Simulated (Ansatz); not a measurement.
An input for Ansatz 0.2.0 (Eu):

run.py

```python
import json

import ase.io
import numpy as np

import ansatz as az

atoms = ase.io.read("Eu.xyz")
atoms.set_initial_magnetic_moments([7.0])

calculation = (
    az.Crystal.from_ase(atoms)
    .calculation()
    .kpoints(8, 8, 8)
    .functional("pbe")
    .pseudopotentials(kind="nc")
    .hubbard("Eu", "f", u_eff=6.0)
    .spin("collinear")
    .scf(extra_bands=6)
    .occupations(method="fermi_dirac", width=0.15)
    .band_structure(path=(((0.0, 0.0, 0.0), (0.5, -0.5, 0.5), (0.0, 0.0, 0.5), (0.0, 0.0, 0.0), (0.25, 0.25,
        0.25), (0.5, -0.5, 0.5)), ((0.25, 0.25, 0.25), (0.0, 0.0, 0.5))), intervals=14)
    .forces()
    .stress()
    .band_table(publish=True)
)
outcome = calculation.run(threads=2, events_out="events.jsonl")

report = outcome.report
for line in open("events.jsonl"):
    event = json.loads(line)
    if event["event"] == "scf_iter":
        d = event["data"]
        print(f"SCF {d['iter']:3d}  HF = {d['harris_foulkes_ev']:.6f} eV  dr2 = {d['dr2_ev']:.2e} eV")
    elif event["event"] in ("relax_step", "md_step"):
        d = event["data"]
        print(f"{event['event']} {d['step']:3d}  E = {d['lagrangian_ev']:.6f} eV")
np.set_printoptions(precision=5, suppress=True, linewidth=110)
print("converged:", report["converged"], "after", report["n_iterations"], "iterations")
print(f"free energy {report['free_energy_ev']:.6f} eV, Fermi level {report['fermi_energy_ev']:.4f} eV")
for key in ("band_edges_ev", "magnetization_mub", "site_moments_mub", "site_moments_nc_mub", "forces_ev_ang",
                "stress_gpa"):
    if report.get(key) is not None:
        print(key, np.array(report[key]), sep="\n")
```

The input Eu.xyz:

```xyz
1
Lattice="-2.3030000000 2.3030000000 2.3030000000 2.3030000000 -2.3030000000 2.3030000000 2.3030000000 2.3030000000 -2.3030000000" Properties=species:S:1:pos:R:3 pbc="T T T"
Eu     0.0000000000      0.0000000000      0.0000000000
```

Potentials or basis: Ansatz NC.

The run is started by

```console
$ python run.py
```

Problem. How does this run end?

Solution. The run stopped without a result. It printed:

Output:

```text
Traceback (most recent call last):
  File "run.py", line 27, in <module>
  [frames inside libraries left out]
ansatz.RefusalError: no pseudopotential record for Eu at pseudopotentials/Eu.nc.azcp. Nothing was run.
  By this build's list the table `kind: nc`, `accuracy: standard` of `hamiltonian.pseudopotentials` has no Eu in this build's library.
Fix: take Eu from another table that serves this run, or name a record of your own for Eu alone.
  `kind`, and `accuracy` or `source` (`level` with this project's own files alone, `core` of norm-conserving files with no table named), under `hamiltonian.pseudopotentials` apply to every element of the deck. For PBE this build's library has files of Eu, which may not all serve this run, under
    kind: nc       accuracy: lanthanide_3plus (`lanthanide_3plus` for 3+ ions alone)
    kind: paw      source: ansatz or jth, or accuracy: standard or stringent (the limits of `source: ansatz`: that key's Limitations)
  To change Eu alone, name a record of the deck's `kind` under `hamiltonian.pseudopotentials.azcp`, as `Eu: <path>` (`python -m ansatz.pseudopotential add <file.upf> <file.azcp>` makes one from a UPF file).
  `python` is the interpreter of the environment that holds the engine's wheel, or a checkout's `.venv/bin/python`.
```
